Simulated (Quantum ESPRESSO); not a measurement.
Runs of Quantum ESPRESSO 7.5 on MoS2. The structure is trigonal, space group P-3m1 (No. 164). Conventional cell: a = 3.227 Å, b = 3.227 Å, c = 6.312 Å, α = 90.00°, β = 90.00°, γ = 120.00°. Mo (site symmetry -3m) is surrounded by 6 S at 2.42 Å. S (site symmetry 3m) has 3 Mo at 2.42 Å as nearest neighbours. Measurements of this composition are mostly on another form, of space group No. 194.

```tsv
task	level	potentials or basis	U	cell	k mesh	cutoff (eV)	smearing	form of the LDA correlation	mixing beta	hubbard projectors	start of the occupations	q mesh	gap on the mesh (eV)	pressure (GPa)	V0 of scaled cells (Å³/atom)	B0 (GPa)	largest force (eV/Å)
band structure	LDA	PseudoDojo 0.4.1 SR LDA standard	-	as given	9 × 9 × 4	1088	fermi-dirac 0.05 eV	PW92	0.5	-	-	-	none	-5.9	-	-	0.15
equation of state	PBEsol	PseudoDojo 0.4.1 SR PBEsol standard	-	as given	9 × 9 × 4	1088	fermi-dirac 0.05 eV	-	0.5	-	-	-	-	-	(b)	(a)	-
single point	PBEsol+U	GBRV 1.5 PBEsol	Mo d U = 4 eV	as given	9 × 9 × 4	612	fermi-dirac 0.05 eV	-	0.3	ortho-atomic	-	-	none	-3.6	-	-	0.03
phonons	PBEsol	GBRV 1.5 PBEsol	-	relaxed	9 × 9 × 4	612	methfessel-paxton 0.272 eV	-	0.5	-	-	-	none	0.0	-	-	-
band structure	PBEsol	PseudoDojo 0.4.1 SR PBEsol standard	-	as given	9 × 9 × 4	1088	fermi-dirac 0.05 eV	-	0.5	-	-	-	none	-3.4	-	-	0.03
Hubbard U by linear response	PBEsol+U	GBRV 1.5 PBEsol	Mo d U = 0.0001 eV	as given	8 × 8 × 4	612	gaussian 0.2 eV	-	0.3	ortho-atomic	default	2 × 2 × 2	none	-3.6	-	-	0.01
single point	PBEsol	GBRV 1.5 PBEsol	-	as given	9 × 9 × 4	612	fermi-dirac 0.05 eV	-	0.5	ortho-atomic	-	-	none	-3.7	-	-	-
single point	PBEsol+U	GBRV 1.5 PBEsol	Mo d U = 2 eV	as given	9 × 9 × 4	612	fermi-dirac 0.05 eV	-	0.3	ortho-atomic	-	-	none	-3.7	-	-	0.01
single point	PBEsol+U	GBRV 1.5 PBEsol	Mo d U = 6 eV	as given	9 × 9 × 4	612	fermi-dirac 0.05 eV	-	0.3	ortho-atomic	-	-	none	-3.4	-	-	0.03
equation of state	LDA	PseudoDojo 0.4.1 SR LDA standard	-	as given	9 × 9 × 4	1088	fermi-dirac 0.05 eV	PW92	0.5	-	-	-	-	-	18.17	149	-
phonons	LDA	JTH 2.0 LDA	-	relaxed	9 × 9 × 4	490	cold 0.2 eV	PW92	0.5	-	-	-	none	0.0	-	-	-
single point	PBEsol+U	GBRV 1.5 PBEsol	Mo d U = 3 eV	as given	9 × 9 × 4	612	fermi-dirac 0.05 eV	-	0.3	ortho-atomic	-	-	none	-3.6	-	-	0.02
```

Alike in all rows: no spin polarisation.

Q: Estimate the missing entries.

A: (a) 142; (b) 18.51.

Caveats: this functional lacks dispersion, which binds the layers, so the pressure and a relaxed spacing across them are unreliable (some runs); U without spin polarisation on a metal has little footing (some runs); the cell was scaled at fixed shape and fractional positions, which overstates the stiffness of a crystal with free parameters, most of all of layers and chains (some runs); the mesh is thin for the phonons of a metal (some runs); the layers were relaxed without a dispersion term, so their spacing and the soft interlayer modes are unreliable (some runs); the cutoff is low for these files, which shifts pressure and relaxed volume (some runs).

A k mesh can miss the band edges, and the runs leave out spin-orbit coupling on Mo.

A gap of «none» marks a metal or a gap under the smearing width.

Not every run made on this cell is shown here.
